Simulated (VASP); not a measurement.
Wanted: the native input for a VASP 6.6.1 run.

```yaml
Task: relaxation of cell and atoms
Functional: LDA
Potentials_or_basis: VASP PAW LDA potentials, release 64 (Cd, F)
Cutoff: 600 eV
k_mesh: 10 × 10 × 10
Occupations: gaussian, width 0.03 eV
Spin: no spin polarisation
Further_INCAR_settings: ALGO = Normal; EDIFF = 1e-07; IBRION = 2; EDIFFG = -0.005; NSW = 90; ISIF = 3
```

The structure of CdF2 lies in POSCAR:

```
CdF2                                    
1.0
   -0.0000000000      2.6555625374      2.6555625374
    2.6555625374      0.0000000000      2.6555625374
    2.6555625374      2.6555625374     -0.0000000000
  Cd              F             
     1     2
Direct
     0.0000000000000000    0.0000000000000000    0.0000000000000000
     0.2500000000000000    0.2500000000000000    0.2500000000000000
     0.7500000000000000    0.7500000000000000    0.7500000000000000
```

These files were run (other wordings do the same):

INCAR

```
SYSTEM = CdF2
  PREC = Accurate
  ENCUT = 600
  EDIFF = 1E-7
  ISMEAR = 0
  SIGMA = 0.03
  LREAL = .FALSE.
  LASPH = .TRUE.
  NELM = 80
  ALGO = Normal
  ISIF = 3
  LWAVE = .FALSE.
  LCHARG = .FALSE.
  IBRION = 2
  NSW = 90
  EDIFFG = -0.005
```

KPOINTS

```
Automatic mesh
0
G
  10 10 10
  0 0 0
```

Potentials or basis: VASP PAW LDA potentials, release 64 (Cd, F).

The run is started by

```console
$ cat potpaw_LDA.64/Cd/POTCAR potpaw_LDA.64/F/POTCAR > POTCAR
$ mpirun -np 1 vasp_std > vasp.out
```

It gave:

| Item | Value |
| --- | --- |
| Relaxed volume | 12.49 Å³/atom |
| Relaxed cell | a = 3.757 Å, b = 3.757 Å, c = 3.757 Å, α = 60.00°, β = 60.00°, γ = 60.00° |
| Space group after relaxing (to 0.05 Å) | Fm-3m (No. 225) |
| Energy gained by relaxing | 0.0 meV/atom |
| Ionic steps | 2 |
| Pressure after relaxing | 0.0 GPa |
| Band gap on the k mesh | 2.95 eV, indirect (least direct gap 3.37 eV) |

Wall time 31 s on 1 thread of Intel(R) Xeon(R) Platinum 8559C (Emerald Rapids) (shared host), peak memory 0.17 GiB.
